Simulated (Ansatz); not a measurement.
CoO:

```xyz
2
Lattice="-1.5080 1.5080 2.1073 1.5080 -1.5080 2.1073 1.5080 1.5080 -2.1073" Properties=species:S:1:pos:R:3 pbc="T T T"
Co    0.0000    0.0000    0.0000
O     0.0000    0.0000    2.1073
```

Base run:

- Program: Ansatz 0.2.0
- Functional: PBE
- Potentials or basis: Ansatz PAW
- Cutoff: 420 eV
- Density cutoff: 1680 eV
- k mesh: 12 × 12 × 12
- Occupations: fermi-dirac, width 0.05 eV
- Spin: collinear spin, ferromagnetic start
- Starting moments: [2.0, 0.0] μB

Its results: band gap on the k mesh none (metal or under the smearing width); pressure 0.0 GPa; net moment 2.92 μB per cell; site moments Co +2.48; O +0.32 μB.

After a change of settings the same cell gave: band gap on the k mesh 1.75 eV, indirect (least direct gap 3.31 eV); pressure 15.2 GPa; net moment 3.00 μB per cell; site moments Co +2.65; O +0.15 μB. Which change was it?
A. hubbard terms from none to Co d U = 7 eV; hubbard projectors from none to ortho-atomic (the default)
B. functional from PBE to PBEsol; hubbard terms from none to Co d U = 3.5 eV; hubbard projectors from none to ortho-atomic (the default)
C. k mesh from 12 × 12 × 12 to 4 × 4 × 4

A.

The U term pushes filled and empty states of the shell apart.

Caveats: a cell with one magnetic atom can't hold antiferromagnetic order, which such compounds often take; semilocal functionals often make such compounds metallic where correlation or magnetic order opens a gap, which also shifts bond lengths (some runs); the magnetic or orbital state may not be the lowest (some runs).

Not every run made on this cell is shown here.
